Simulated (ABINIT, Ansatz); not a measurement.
## The equilibrium volume of CdS, sorted by core time

The structure is hexagonal, space group P6_3mc (No. 186). The conventional cell has a = 4.150 Å, b = 4.150 Å, c = 6.737 Å, α = 90.00°, β = 90.00°, γ = 120.00°. Cd (site symmetry 3m) is surrounded by 4 S at 2.53 to 2.54 Å. S (site symmetry 3m) is surrounded by 4 Cd at 2.53 to 2.54 Å.

```csv
rung,level,program and potentials,cutoff (eV),k mesh,core time,chip,equilibrium volume (Å³/atom),notes
GGA + dispersion,PBEsol+D3(BJ),"Ansatz, Ansatz PAW",420,7 × 7 × 4,20 s,Arm Neoverse V2,24.01,"potentials made for PBE, which Ansatz adapts in part; 13 valence electrons an atom on average"
GGA + dispersion,PBEsol+D3(BJ)+ATM,"Ansatz, Ansatz PAW",420,7 × 7 × 4,21 s,Intel Xeon,24.10,"potentials made for PBE, which Ansatz adapts in part; 13 valence electrons an atom on average"
GGA,RPBE,"Ansatz, Ansatz PAW",420,7 × 7 × 4,34 s,Arm Neoverse V1,27.12,"potentials made for PBE, which Ansatz adapts in part; 13 valence electrons an atom on average"
GGA,PBE,"Ansatz, Ansatz PAW",420,7 × 7 × 4,43 s,Intel Xeon Skylake/Cascade Lake,26.04,13 valence electrons an atom on average
GGA,revPBE,"Ansatz, Ansatz PAW",420,7 × 7 × 4,50 s,Intel Xeon Skylake/Cascade Lake,26.82,"potentials made for PBE, which Ansatz adapts in part; 13 valence electrons an atom on average"
hybrid,HSE06,"Ansatz, Ansatz PAW",420,4 × 4 × 4,67 s,AMD EPYC 7R13 Zen 3,25.53,"coarse mesh; potentials made for PBE, which Ansatz adapts in part; 13 valence electrons an atom on average"
hybrid,r2SCANh,"Ansatz, Ansatz PAW",500,4 × 4 × 2,3.2 min,Arm Neoverse V1,25.32,"coarse mesh; potentials made for PBE, which Ansatz adapts in part; 13 valence electrons an atom on average"
GGA,PBEsol,"ABINIT, JTH PAW PBE v2.0",599,5 × 5 × 3,9.1 min,Arm Neoverse V2,24.75,potentials made for PBE; 9 valence electrons an atom on average
```

Times are single runs on shared hosts and different chips, so they are rough; meshes, cutoffs and the tasks' sizes weigh on the time. Task: relaxation of cell and atoms. All rows: no spin polarisation. Meshes differ between rows, which moves values too. Meshes are those of the run's cell of 4 atoms unless a note names another. Relaxations start from the cell shown or near it and stop with a little pressure left. Runs on faulty files, with rough fits or with known faults for this quantity aren't shown. No row holds spin-orbit coupling.

By rung: GGA + dispersion 24.01 to 24.10; GGA 24.75 to 27.12; hybrid on coarse meshes 25.32 to 25.53 (Å³/atom).
